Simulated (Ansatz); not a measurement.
Computed with Ansatz on PBE0-D4/def2-TZVP structures; ΔE is electronic, products minus reactants. CBS: MP2 limit from def2 TZ/QZ plus the TZ coupled-cluster correction, frozen cores. DFT in def2-TZVPP. For Ge outer-core shells are correlated without core-valence functions, which leaves a few kJ/mol of doubt a bond. Scalar relativity is left out up to krypton. Each species was taken in one conformer, which may not be the lowest.

`CC(=O)OBF` + `[NH2][GeH2][OH]` → `[NH2][GeH2][O]BF` + `CC(=O)O`  (ligand exchange at a B–O bond)

```
        level  ΔE (kJ/mol)
     BHLYP-D4        -54.0
HF/def2-TZVPP        -51.3
```

(1) What does CCSD(T)/CBS give? (An estimate is asked.)

Largest T1 diagnostic among the species: 0.015.

## Answers

(1) Ansatz gave: -51.1 kJ/mol. The listed levels differ from it by -2.9, -0.2 kJ/mol.

At CCSD(T), def2-SVP lies −11.2 kJ/mol from the extrapolated value and def2-TZVPP −2.7 kJ/mol. Leaving LDA and LC-ωPBE aside and taking each functional with its dispersion term where it has one, the values, not all of them listed here, spread over 2.2 kJ/mol, from PBE-D4 to revPBE-D4.

CCSD(T)/CBS has its own doubt, a few kJ/mol and more with outer-core shells, so smaller differences from it don't rank the levels.
